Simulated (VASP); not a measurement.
# BP: input slips in a phonon run and what they do, part 2 of 3

Aim: see how common mistakes in a phonon run show up, on BP. The starting structure is a measured crystal structure from the Crystallography Open Database.

VASP 6.6.1.

Results so far: reference T2 819.5 cm⁻¹.

## Step 3: Modes with finite displacements, else as the reference

Level of this step: LDA; plane waves and PAW (P, B) (VASP).

Against step 2 the input has IBRION = 6, NFREE = 2, POTIM = 0.015 and no LEPSILON (also changed: NSW).

File INCAR:

```
SYSTEM = BP
PREC = Accurate
ENCUT = 450
EDIFF = 1E-08
NELM = 100
ISMEAR = 0
SIGMA = 0.03
LREAL = .FALSE.
ALGO = Normal
GGA = CA
NBANDS = 10
LORBIT = 11
LWAVE = .FALSE.
LCHARG = .FALSE.
KPAR = 4
IBRION = 6
NFREE = 2
POTIM = 0.015
NSW = 1
ISIF = 2
```

File POSCAR:

```
BP
1.0
    0.0000000000      2.2449390464      2.2449390464
    2.2449390464      0.0000000000      2.2449390464
    2.2449390464      2.2449390464      0.0000000000
P B
1 1
Direct
    0.7500000000      0.7500000000      0.7500000000
    0.0000000000      0.0000000000      0.0000000000
```

File KPOINTS:

```
Automatic mesh
0
Gamma
12 12 12
0 0 0
```

PAW data sets: P and B (LDA family, release 64).

Started as:

```
$ mpirun -np 4 vasp_std
```

The program printed:

```text
[... set-up lines as in an earlier step ...]
 entering main loop
       N       E                     dE             d eps       ncg     rms          rms(c)
[... 13 cycles as in an earlier step ...]
   1 F= -.14399141E+02 E0= -.14399141E+02  d E =-.462148E-21
[...]
2 F= -.14396915E+02 E0= -.14396915E+02  d E =-.437123E-21
[...]
3 F= -.14396915E+02 E0= -.14396915E+02  d E =-.440643E-21
[...]
4 F= -.14396915E+02 E0= -.14396915E+02  d E =-.434986E-21
[...]
5 F= -.14396915E+02 E0= -.14396915E+02  d E =-.434035E-21
 Finite differences progress:
  Degree of freedom:   2/  2
  Displacement:        2/  2
  Total:               4/  4
```

It took 35 s on 4 MPI ranks of AMD EPYC 7R43, shared host; peak memory 0.66 GiB.

From OUTCAR (step 3):

```text
  Total       -0.0013182      0.0028630      0.0028630      0.0000000      0.1218684      0.0000000
  in kB       -0.0933365      0.2027132      0.2027132      0.0000000      8.6289499      0.0000000
  external PRESSURE =       0.1040300 kB  Pullay stress =       0.0000000 kB

 POSITION                                       TOTAL-FORCE (eV/Angst)
 -----------------------------------------------------------------------------------
      3.36741      3.36741      3.36741        -0.296708      0.000000      0.000000
     -0.01500      0.00000      0.00000         0.296708      0.000000      0.000000
 -----------------------------------------------------------------------------------
    total drift:                                0.000031     -0.000000     -0.000000

  FREE ENERGIE OF THE ION-ELECTRON SYSTEM (eV)
  ---------------------------------------------------
  free  energy   TOTEN  =       -14.3969152203 eV

  energy  without entropy=      -14.3969152203  energy(sigma->0) =      -14.39691522

[... 2 parts as in an earlier step ...]

[... 1 further part left out ...]
[key lines of the parts left out:]
E-fermi :   8.0936
```

The last energy, forces and stress in OUTCAR belong to the last displaced cell, not to that of POSCAR.

With finite displacements, else as the reference the mode is T2 819.3 cm⁻¹, -0.2 cm⁻¹ from the reference.

## Step 4: Modes with a structure that was not relaxed

A slip made on purpose: a structure that was not relaxed. Against step 2 the input has another starting structure (also changed: NELM).

INCAR, as its differences from that of step 3:

```diff
@@ -4,3 +4,3 @@
 EDIFF = 1E-08
-NELM = 100
+NELM = 60
 ISMEAR = 0
@@ -15,6 +15,4 @@
 KPAR = 4
-IBRION = 6
-NFREE = 2
-POTIM = 0.015
-NSW = 1
+IBRION = 8
+LEPSILON = .TRUE.
 ISIF = 2
```

File POSCAR:

```
BP
1.0
    0.0000000000      2.2690000000      2.2690000000
    2.2690000000      0.0000000000      2.2690000000
    2.2690000000      2.2690000000      0.0000000000
P B
1 1
Direct
    0.7500000000      0.7500000000      0.7500000000
    0.0000000000      0.0000000000      0.0000000000
```

KPOINTS is that of step 3.

Started as:

```
$ mpirun -np 4 vasp_std
```

The program printed:

```text
[... set-up lines as in an earlier step ...]
 entering main loop
       N       E                     dE             d eps       ncg     rms          rms(c)
DAV:   1     0.564544661700E+01    0.56454E+01   -0.36393E+03  1456   0.635E+02
DAV:   2    -0.147332743712E+02   -0.20379E+02   -0.19400E+02  2010   0.104E+02
DAV:   3    -0.152097711858E+02   -0.47650E+00   -0.47581E+00  1798   0.149E+01
DAV:   4    -0.152115565971E+02   -0.17854E-02   -0.17851E-02  1784   0.106E+00
[...]
DAV:  11    -0.143868288845E+02   -0.19642E-05   -0.51331E-06  1864   0.128E-02    0.353E-02
DAV:  12    -0.143868285419E+02    0.34257E-06   -0.19324E-06  1680   0.617E-03    0.719E-03
DAV:  13    -0.143868285494E+02   -0.74508E-08   -0.74598E-08  1776   0.173E-03
   1 F= -.14386829E+02 E0= -.14386829E+02  d E =-.203765E-29
 Linear response reoptimize wavefunctions to high precision
DAV:   1    -0.143868285466E+02    0.27543E-08   -0.11359E-08  1628   0.498E-04
DAV:   2    -0.143868285466E+02   -0.21828E-10   -0.24404E-10   852   0.125E-04
 Linear response G [H, r] |phi>, progress :
  Direction:   1
[...]
RMM:  12    -0.412631608740E-01   -0.55551E-08   -0.17257E-07  5286   0.632E-06    0.803E-08
 first order change of Fermi-energy   0.15833E-03
 force on displaced ion       1 direction 1 : -18.551   0.000   0.000
 Born effective charge ion    1 direction 1 :   0.520   0.000   0.000
 Linear response progress:
  Degree of freedom:   2/  2
       N       E                     dE             d eps       ncg     rms          rms(c)
RMM:   1    -0.456742935384E-01   -0.45674E-01   -0.70807E-03 13719   0.114E+00
RMM:   2    -0.418728324216E-01    0.38015E-02   -0.39430E-04  8844   0.240E-01    0.146E-01
RMM:   3    -0.419048922055E-01   -0.32060E-04   -0.34863E-05  9136   0.877E-02    0.771E-02
RMM:   4    -0.422913947729E-01   -0.38650E-03   -0.88906E-05  8917   0.828E-02    0.954E-03
[...]
RMM:   9    -0.422761823291E-01    0.31501E-07   -0.13066E-07 10012   0.263E-05    0.363E-06
RMM:  10    -0.422761992546E-01   -0.16926E-07   -0.23608E-08 10137   0.106E-05    0.139E-06
RMM:  11    -0.422761903171E-01    0.89375E-08   -0.55724E-08  8978   0.756E-06    0.205E-07
 first order change of Fermi-energy  -0.27737E-04
 force on displaced ion       2 direction 1 : -18.552  -0.000  -0.000
 Born effective charge ion    2 direction 1 :  -0.524   0.000   0.000
 Born effective charges drift removed
 Linear response finished
```

Elapsed: 2.1 min, on 4 MPI ranks; peak memory 0.8 GiB; 8.3 min of CPU time.

OUTCAR, selected parts (step 4):

```text
  Total       -0.7716031     -0.7716031     -0.7716031      0.0000000      0.0000000      0.0000000
  in kB      -52.9140548    -52.9140548    -52.9140548      0.0000000      0.0000000      0.0000000
  external PRESSURE =     -52.9140548 kB  Pullay stress =       0.0000000 kB

 POSITION                                       TOTAL-FORCE (eV/Angst)
 -----------------------------------------------------------------------------------
      3.40350      3.40350      3.40350        -0.000000     -0.000000     -0.000000
      0.00000      0.00000      0.00000         0.000000      0.000000      0.000000
 -----------------------------------------------------------------------------------
    total drift:                               -0.000000     -0.000000     -0.000000

 MACROSCOPIC STATIC DIELECTRIC TENSOR (including local field effects in DFT)
 ------------------------------------------------------
           9.230745    -0.000000    -0.000000
          -0.000000     9.230745    -0.000000
           0.000000    -0.000000     9.230745
 ------------------------------------------------------

 MACROSCOPIC STATIC DIELECTRIC TENSOR IONIC CONTRIBUTION
 ------------------------------------------------------
           0.113064     0.000000     0.000000
           0.000000     0.113064     0.000000
           0.000000     0.000000     0.113064
 ------------------------------------------------------

[... 1 part as in an earlier step ...]

[... 1 further part left out ...]
```

With a structure that was not relaxed the mode is T2 793.4 cm⁻¹, -26.1 cm⁻¹ from the reference.

## Step 5: Modes with a cutoff far too low

A slip made on purpose: a cutoff far too low. Against step 2 the input has ENCUT = 180 (also changed: NELM).

INCAR, as its differences from that of step 4:

```diff
@@ -2,3 +2,3 @@
 PREC = Accurate
-ENCUT = 450
+ENCUT = 180
 EDIFF = 1E-08
```

File POSCAR:

```
BP
1.0
    0.0000000000      2.2449390464      2.2449390464
    2.2449390464      0.0000000000      2.2449390464
    2.2449390464      2.2449390464      0.0000000000
P B
1 1
Direct
    0.7500000000      0.7500000000      0.7500000000
    0.0000000000      0.0000000000      0.0000000000
```

KPOINTS is that of step 4.

Started as:

```
$ mpirun -np 4 vasp_std
```

The program printed:

```text
[... set-up lines as in an earlier step ...]
 entering main loop
       N       E                     dE             d eps       ncg     rms          rms(c)
DAV:   1    -0.582542296060E+01   -0.58254E+01   -0.20519E+03  1566   0.298E+02
DAV:   2    -0.146991535371E+02   -0.88737E+01   -0.86685E+01  1972   0.620E+01
DAV:   3    -0.148292535007E+02   -0.13010E+00   -0.13003E+00  1720   0.678E+00
DAV:   4    -0.148295218707E+02   -0.26837E-03   -0.26835E-03  1678   0.347E-01
[...]
DAV:  12    -0.140703350380E+02    0.55989E-07   -0.73208E-07  1688   0.382E-03    0.826E-03
DAV:  13    -0.140703350675E+02   -0.29494E-07   -0.20820E-08  1518   0.978E-04    0.511E-03
DAV:  14    -0.140703350666E+02    0.86129E-09   -0.22292E-08   924   0.618E-04
   1 F= -.14070335E+02 E0= -.14070335E+02  d E =-.123665E-28
 Linear response reoptimize wavefunctions to high precision
DAV:   1    -0.140703350667E+02   -0.13688E-09   -0.85664E-10  1018   0.208E-04
DAV:   2    -0.140703350667E+02    0.10459E-10   -0.17463E-11   826   0.309E-05
 Linear response G [H, r] |phi>, progress :
  Direction:   1
[...]
RMM:  12    -0.405773876253E-01   -0.31494E-08   -0.24908E-08  4917   0.256E-06    0.149E-07
 first order change of Fermi-energy   0.36475E-04
 force on displaced ion       1 direction 1 : -21.681   0.000   0.000
 Born effective charge ion    1 direction 1 :   0.592   0.000   0.000
 Linear response progress:
  Degree of freedom:   2/  2
       N       E                     dE             d eps       ncg     rms          rms(c)
RMM:   1    -0.443190010620E-01   -0.44319E-01   -0.90559E-03 14040   0.974E-01
RMM:   2    -0.402415716024E-01    0.40774E-02   -0.60231E-04  8846   0.199E-01    0.135E-01
RMM:   3    -0.403168308116E-01   -0.75259E-04    0.26214E-05  9022   0.773E-02    0.718E-02
RMM:   4    -0.407737685486E-01   -0.45694E-03   -0.30563E-05  8932   0.751E-02    0.954E-03
[...]
RMM:   8    -0.407945269494E-01   -0.12987E-06    0.94232E-08  9905   0.364E-05    0.272E-05
RMM:   9    -0.407945488108E-01   -0.21861E-07    0.15099E-08 10111   0.176E-05    0.237E-06
RMM:  10    -0.407945469873E-01    0.18234E-08    0.58189E-08  9145   0.450E-06    0.928E-07
 first order change of Fermi-energy   0.67086E-04
 force on displaced ion       2 direction 1 : -21.680   0.000   0.000
 Born effective charge ion    2 direction 1 :  -0.529   0.000   0.000
 Born effective charges drift removed
 Linear response finished
```

Run time: 33 s. Hardware: 4 MPI ranks; peak memory 0.41 GiB.

From OUTCAR (step 5):

```text
  Total       -1.4204872     -1.4204872     -1.4204872     -0.0000000     -0.0000000      0.0000000
  in kB     -100.5782893   -100.5782893   -100.5782893     -0.0000000     -0.0000000      0.0000000
  external PRESSURE =    -100.5782893 kB  Pullay stress =       0.0000000 kB

 POSITION                                       TOTAL-FORCE (eV/Angst)
 -----------------------------------------------------------------------------------
      3.36741      3.36741      3.36741        -0.000000     -0.000000     -0.000000
      0.00000      0.00000      0.00000         0.000000      0.000000      0.000000
 -----------------------------------------------------------------------------------
    total drift:                                0.000002      0.000002      0.000002

 MACROSCOPIC STATIC DIELECTRIC TENSOR (including local field effects in DFT)
 ------------------------------------------------------
           9.181610    -0.000000    -0.000000
          -0.000000     9.181610     0.000000
          -0.000000    -0.000000     9.181610
 ------------------------------------------------------

 MACROSCOPIC STATIC DIELECTRIC TENSOR IONIC CONTRIBUTION
 ------------------------------------------------------
           0.115242     0.000000     0.000000
           0.000000     0.115242    -0.000000
           0.000000    -0.000000     0.115242
 ------------------------------------------------------

[... 1 part as in an earlier step ...]

[... 1 further part left out ...]
```

With a cutoff far too low the mode is T2 857.7 cm⁻¹, +38.2 cm⁻¹ from the reference.

## Step 6: Modes with a k mesh far too coarse

A slip made on purpose: a k mesh far too coarse. Against step 2 the input has a 2×2×2 mesh (also changed: NELM and KPAR).

INCAR, as its differences from that of step 5:

```diff
@@ -2,3 +2,3 @@
 PREC = Accurate
-ENCUT = 180
+ENCUT = 450
 EDIFF = 1E-08
@@ -14,3 +14,2 @@
 LCHARG = .FALSE.
-KPAR = 4
 IBRION = 8
```

POSCAR is that of step 5.

File KPOINTS:

```
Automatic mesh
0
Gamma
2 2 2
0 0 0
```

Started as:

```
$ mpirun -np 4 vasp_std
```

The program printed:

```text
[banner, memory and clock lines left out]
running    4 mpi-ranks, on    1 nodes
[...]
LDA part: xc-table for (Slater(with rela. corr.)+CA(PZ))
 , standard interpolation
|                                                                             |
|           W    W    AA    RRRRR   N    N  II  N    N   GGGG   !!!           |
|           W    W   A  A   R    R  NN   N  II  NN   N  G    G  !!!           |
|           W    W  A    A  R    R  N N  N  II  N N  N  G       !!!           |
|           W WW W  AAAAAA  RRRRR   N  N N  II  N  N N  G  GGG   !            |
|           WW  WW  A    A  R   R   N   NN  II  N   NN  G    G                |
|           W    W  A    A  R    R  N    N  II  N    N   GGGG   !!!           |
|                                                                             |
|     The number of bands has been changed from the values supplied in        |
|     The orbitals not found in the WAVECAR file will be initialized with     |
|     random numbers, which is usually adequate. For correlated               |
[...]
RMM:  13    -0.418181710185E-01   -0.25637E-09    0.20544E-09   138   0.658E-07    0.287E-08
 first order change of Fermi-energy   0.65355E-05
 force on displaced ion       1 direction 1 : -27.551   0.000   0.000
 Born effective charge ion    1 direction 1 :  -3.976   0.000   0.000
 Linear response progress:
  Degree of freedom:   2/  2
       N       E                     dE             d eps       ncg     rms          rms(c)
RMM:   1    -0.498026802311E-01   -0.49803E-01    0.17201E-03   282   0.984E-01
RMM:   2    -0.467343279369E-01    0.30684E-02   -0.11103E-04   201   0.162E-01    0.178E-01
RMM:   3    -0.466062078946E-01    0.12812E-03   -0.38495E-04   196   0.860E-02    0.885E-02
RMM:   4    -0.470262667127E-01   -0.42006E-03   -0.37210E-04   193   0.725E-02    0.139E-02
[...]
RMM:   8    -0.469955313721E-01   -0.62217E-07    0.30482E-08   230   0.475E-05    0.220E-05
RMM:   9    -0.469954868916E-01    0.44480E-07   -0.13458E-07   228   0.978E-06    0.288E-06
RMM:  10    -0.469954924554E-01   -0.55638E-08    0.14477E-08   222   0.158E-06    0.154E-06
 first order change of Fermi-energy  -0.48909E-05
 force on displaced ion       2 direction 1 : -27.549  -0.000  -0.000
 Born effective charge ion    2 direction 1 :  -4.924   0.000   0.000
 Born effective charges drift removed
 Linear response finished
```

It took 7 s on 4 MPI ranks; peak memory 0.3 GiB; 25 s of CPU time.

(Part 2 of 3 ends here.)

[Lines on the potential files, build, host, timing and source positions are cut from VASP's logs without a mark.]

[Logs are printed without paths, hosts, clocks, repeated set-up lines and the standing remarks that a program may print on its own settings, such as how far it seeks lower states.]

[Hosts, paths, dates, database ids (printed as entryN), source tags and the programs' standing remarks are cut or masked in the printed files.]
